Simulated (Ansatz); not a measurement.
Runs of Ansatz 0.2.0 on TiAl. The structure is cubic, space group Pm-3m (No. 221). The conventional cell has a = 3.179 Å, b = 3.179 Å, c = 3.179 Å, α = 90.00°, β = 90.00°, γ = 90.00°. Ti (site symmetry m-3m) is surrounded by 8 Al at 2.75 Å. Al (site symmetry m-3m) has 8 Ti at 2.75 Å as nearest neighbours. The cell comes from a database or a generator and needn't be the stable form of this composition.

```csv
task,level,cell,points for each segment of the path,gap on the mesh (eV),pressure (GPa),relaxed volume (Å³/atom)
relaxation of cell and atoms,BLYP,relaxed,-,none,0.0,16.63
relaxation of cell and atoms,PBEsol,relaxed,-,none,0.0,(b)
relaxation of cell and atoms,RPBE,relaxed,-,none,0.0,(a)
band structure,BLYP,as given,14,none,3.8,-
relaxation of cell and atoms,revPBE+D4,relaxed,-,none,0.0,15.81
band structure,revPBE,as given,14,none,2.9,-
relaxation of cell and atoms,revPBE,relaxed,-,none,0.0,16.49
band structure,RPBE,as given,14,none,3.6,-
```

Alike in all rows: potentials or basis Ansatz PAW; no spin polarisation; k mesh 8 × 8 × 8; cutoff (eV) 420; smearing fermi-dirac 0.05 eV.

Task: Fill in the values left out.

Result: (a) 16.58; (b) 15.74.

Caveats: the PAW data sets come from PBE, with cores solved anew for the run's functional, which leaves a small shift of forces and pressure; the plane-wave basis is chosen anew once the cell has moved, so the energies of steps on either side of that aren't comparable (some runs); pairwise dispersion overbinds metals, which lowers pressure and volume (some runs).

A gap of «none» marks a metal or a gap under the smearing width.

Runs at the PBE level aren't shown here.
